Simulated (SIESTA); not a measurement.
Runs of SIESTA 5.4.2 on CuAu. The structure is tetragonal, space group P4/mmm (No. 123). The conventional cell has a = 2.811 Å, b = 2.811 Å, c = 3.685 Å, α = 90.00°, β = 90.00°, γ = 90.00°. Around Au (site symmetry 4/mmm) lie 8 Cu at 2.71 Å and 4 Au at 2.81 Å. Cu (site symmetry 4/mmm) has 8 Au at 2.71 Å and 4 Cu at 2.81 Å as nearest neighbours. 

```csv
level,potentials or basis,gap on the mesh (eV),pressure (GPa)
PW91,"PseudoDojo 0.4 standard (PBE files), DZP (energy shift 0.003 Ry; two zetas on semicore shells)",none,5.0
WC,"PseudoDojo 0.4 standard (PBEsol files), DZP (energy shift 0.003 Ry; two zetas on semicore shells)",none,-2.5
revPBE,"PseudoDojo 0.4 standard (PBE files), DZP (energy shift 0.003 Ry; two zetas on semicore shells)",none,(a)
LDA,"PseudoDojo 0.4 standard (LDA files), DZP (energy shift 0.003 Ry; two zetas on semicore shells)",none,(b)
RPBE,"PseudoDojo 0.4 standard (PBE files), DZP (energy shift 0.003 Ry; two zetas on semicore shells)",none,9.7
```

Alike in all rows: task single point; no spin polarisation; cell as given; k mesh 9 × 9 × 7; smearing fermi-dirac 0.05 eV; grid cutoff 800 Ry; energy shift 0.003 Ry.

Fill in the values left out.

(a) 8.4; (b) -8.9.

Caveats: short orbitals over semicore shells can move pressures by several GPa; the basis of atomic orbitals isn't converged, which shifts pressures, moduli and gaps; the potentials were made for another functional, which shifts forces and pressure (some runs).

A k mesh can miss the band edges, and the runs leave out spin-orbit coupling on Au.

A gap of «none» marks a metal or a gap under the smearing width.

Runs at the PBE level aren't shown here.
